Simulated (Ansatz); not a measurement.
# ZnSe: the cost of one run

Method: DFT PBE, scalar-relativistic, plane waves, PAW, in Ansatz 0.2.0.

2 further runs of the same task are left out: 2 set aside as unsound or not needed.

## (1) The structure to begin with

It takes space group F-43m (No. 216, cubic). Conventional cell: a = 5.732 Å, b = 5.732 Å, c = 5.732 Å, α = 90.00°, β = 90.00°, γ = 90.00°. Zn (site symmetry -43m) has 4 Se at 2.48 Å as nearest neighbours. Se (site symmetry -43m) has 4 Zn at 2.48 Å as nearest neighbours.

Coordinates:

```cif
data_structure
_symmetry_space_group_name_H-M 'F-43m'
_symmetry_Int_Tables_number 216
_cell_length_a 5.7318
_cell_length_b 5.7318
_cell_length_c 5.7318
_cell_angle_alpha 90.000
_cell_angle_beta 90.000
_cell_angle_gamma 90.000
_cell_volume 188.31
loop_
_atom_site_label
_atom_site_type_symbol
_atom_site_symmetry_multiplicity
_atom_site_Wyckoff_symbol
_atom_site_fract_x
_atom_site_fract_y
_atom_site_fract_z
_atom_site_occupancy
Zn1 Zn 4 a 0.00000 0.00000 0.00000 1
Se1 Se 4 d 0.25000 0.25000 0.75000 1
```

It is the result of an earlier relaxation at this level (volume 23.54 Å³/atom; gap on the mesh: 1.15 eV).

## (2) The linear chain

A free-standing chain of the crystal's atoms, periodic along c. Atoms and period relax; energies count from the bulk, -4394.7682 eV an atom.

The cell holds 1 Zn, 1 Se: a = 9.000 Å, b = 9.300 Å, c = 4.468 Å, α = 90.00°, β = 90.00°, γ = 90.00°.

## (3) Relaxing it

Pressure and volume refer to the whole cell with its vacuum; only the period along c may change.

File input.yaml:

```yaml
crystal:
  lattice:
    - [9.0, 0.0, 0.0]
    - [0.0, 9.3, 0.0]
    - [0.0, 0.0, 4.4675273633]
  atoms:
    - { symbol: Zn, position: [0.5, 0.5, 0.0], spin: 0.5 }
    - { symbol: Se, position: [0.5, 0.5, 0.5], spin: 0.5 }
basis:
  ecutwfc: 420
kpoints:
  mp_grid: { grid: [1, 1, 15] }
hamiltonian:
  xc: pbe
scf:
  occupations: { method: gaussian, width: 0.05 }
output:
  forces: true
  stress: true
  eigenvalues: true
  populations: true
  write_density: true
  write_potential: true
  elf: true
  volumetric_format: npy
magnetization:
  spin_polarized: true
relax:
  adjacent_minimum: "off"
  f_tol: 0.01
  max_steps: 45
  cell: { fix: [a, b, alpha, beta, gamma], stress_tol: 0.03 }
```

On the command line:

```bash
$ ansatz run input.yaml --threads 2 --pin off --max-ram 5120MiB --backend cpu --events-out ev --progress --plain --runs-dir out
```

Q: Estimate wall time and peak memory on 2 threads of Arm Neoverse V1, shared host.

About 25 s, with a peak of 0.59 GiB.
